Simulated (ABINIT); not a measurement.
## Bi: equation of state with PBE

Crystal: Bi.

```xyz
1
Lattice="-1.9814 1.9814 1.9814 1.9814 -1.9814 1.9814 1.9814 1.9814 -1.9814" Properties=species:S:1:pos:R:3 pbc="T T T"
Bi    0.0000    0.0000    0.0000
```

This isn't the form of Bi at room conditions, which is rhombohedral.

* Program: ABINIT 10.8.3 (patched build)
* Task: equation of state
* Functional: PBE
* Potentials or basis: JTH PAW PBE v2.0 sp
* Cutoff: 408 eV
* k mesh: 9 × 9 × 9
* Occupations: fermi-dirac, width 0.05 eV
* Spin: no spin polarisation

```json
{
 "Equilibrium volume": "31.68 Å³/atom",
 "Bulk modulus": "54 GPa",
 "Pressure derivative of the bulk modulus": "4.8 (rough: it moves with the points fitted)"
}
```

Energy against volume, from the lowest point:
```
volume (Å³/atom)  energy (meV/atom)
          29.250              36.49
          29.872              19.43
          30.495               8.01
          31.117               1.70
          31.739               0.00
          32.362               2.30
          32.984               8.19
```

Run time: 21 s on 1 thread of Arm Neoverse V2, with other jobs on the host, peak memory 0.12 GiB.

Caveat: pressures at fixed basis lie under the slope of the energies; this set keeps more shells in the core, which shifts pressures and gaps.
